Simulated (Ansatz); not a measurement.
## NiSb: enthalpy against pressure

NiSb, P6_3/mmc, a = 3.916 Å, c = 5.070 Å. The structure is a COD entry; whether it is the stable form wasn't checked. Ansatz: PBEsol, PAW, 420 eV, Γ-centred 12×12×8 mesh on 4 atoms, Gaussian smearing 0.10 eV; no spin polarisation. Cell and atoms are relaxed at each pressure, and no other structure is tried, so the rows at high pressure may lie past a change of phase. y is the enthalpy over the state at zero pressure; there V0 = 16.834 Å³/atom. The pressures are the targets, met within 0.06 GPa.

| P (GPa) | y (eV/atom) |
| --- | --- |
| -2.0 | -0.2118 |
| 0.0 | 0.0000 |
| 2.0 | 0.2086 |
| 5.0 | ? |
| 10.0 | 1.0156 |
| 20.0 | 1.9748 |
| 40.0 | 3.7726 |

Fit y = c1 P + c2 P² + c3 P³ to the other rows, say what c1 and c2 mean, and predict the missing value.

Least squares on the rows shown. y = 0.10491 P − 0.00035310 P² + 2.2046×10⁻⁶ P³. Since dH/dP = V, c1 is V0: 0.10491 eV/GPa × 160.2 = 16.807 Å³ against 16.834; c2 = −V0/(2B0) gives B0 = 149 GPa, where a Birch–Murnaghan fit to the volumes of the same runs (not shown) gives 131 GPa: a cubic over this range folds the higher terms into c2. At P = 5.0 the fit asked for gives 0.5160 eV/atom. The run gave 0.5160 eV/atom, the same to the digits shown.

The mesh isn't the same in all rows (12×12×8, 12×12×10).